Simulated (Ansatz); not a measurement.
# TaN: moving Ta off its site

TaN, P-6m2, a = 2.938 Å, c = 2.883 Å (as given, not relaxed at this level: -4.9 GPa). This isn't the usual stable structure of the compound. Ansatz: PBEsol, PAW, 420 eV, Γ-centred 18×18×16 mesh on 2 atoms, Gaussian smearing 0.15 eV; no spin polarisation.

```
CELL_PARAMETERS angstrom
2.93800 0.00000 0.00000
-1.46900 2.54438 0.00000
0.00000 0.00000 2.88300
ATOMIC_POSITIONS crystal
Ta 0.33333 0.66667 0.50000
N 0.00000 0.00000 0.00000
```

Atom 1 (Ta) moves by x along the unit vector (0.000, -0.762, -0.648), with its periodic images; all else is held. y is the free energy of the cell over the start, F the force along the path summed over the moved atoms.

```
  x (Å) y (meV) F (eV/Å)
-0.1000        ?         ?
-0.0750     37.1      0.99
-0.0500     16.5      0.66
-0.0250      4.1      0.33
 0.0000      0.0      0.00
 0.0250      4.2     -0.33
 0.0500     16.8     -0.68
 0.0750     38.0     -1.02
 0.0875     51.9     -1.20
 0.1000     68.1     -1.38
```

Problem. Fit y = c2 x² + c3 x³ + c4 x⁴ to the energies of the other rows, give the force constant, and predict energy and force of the missing row.

Solution. Least squares on the rows shown. y = 6641 x² + 1071 x³ + 6070 x⁴. The force constant is 2 c2 = 13.3 eV/Å², for the cell as given, at -4.9 GPa (for all images moving together, not for a lone atom). The force −dy/dx at the missing row is 1.32 eV/Å (computed 1.32). At x = -0.1000 the fit asked for gives 65.9 meV. The run gave 65.9 meV, the same to the digits shown.

Spin–orbit coupling is left out, which can shift energies with elements as heavy as these.